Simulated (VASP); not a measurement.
Crystal: GaAs.

```
As Ga
1.0
     0.00000    2.82685    2.82685
     2.82685    0.00000    2.82685
     2.82685    2.82685    0.00000
As Ga
1 1
Direct
  0.75000 0.75000 0.75000
  0.00000 0.00000 0.00000
```

| Item | Value |
| --- | --- |
| Program | VASP 6.6.1 |
| Task | relaxation of cell and atoms |
| Functional | revPBE |
| Potentials or basis | VASP PAW PBE potentials, release 64 (As, Ga_d) |
| Cutoff | 600 eV |
| k mesh | 8 × 8 × 8 |
| Occupations | fermi-dirac, width 0.05 eV |
| Spin | no spin polarisation |

At the start: pressure 4.8 GPa; volume 22.59 Å³/atom.

How do energy, volume and symmetry change on relaxing?

Over 3 steps the energy falls by 23.9 meV/atom and the volume is 24.30 Å³/atom (+7.6 %); space group F-43m (No. 216, to 0.05 Å).

Step by step:
```tsv
step	energy change (eV)	largest force (eV/Å)	pressure (GPa)	volume (Å³)
1	0.0000	0.0000	4.82	45.18
2	-0.0430	0.0000	-1.16	49.77
3	-0.0477	0.0000	-0.03	48.59
```

Final structure:
```
CELL_PARAMETERS angstrom
0.00000 2.89633 2.89633
2.89633 0.00000 2.89633
2.89633 2.89633 0.00000
ATOMIC_POSITIONS crystal
As 0.75000 0.75000 0.75000
Ga 0.00000 0.00000 0.00000
```

Caveat: the PAW data sets were made with another functional, which shifts forces and pressure a little.
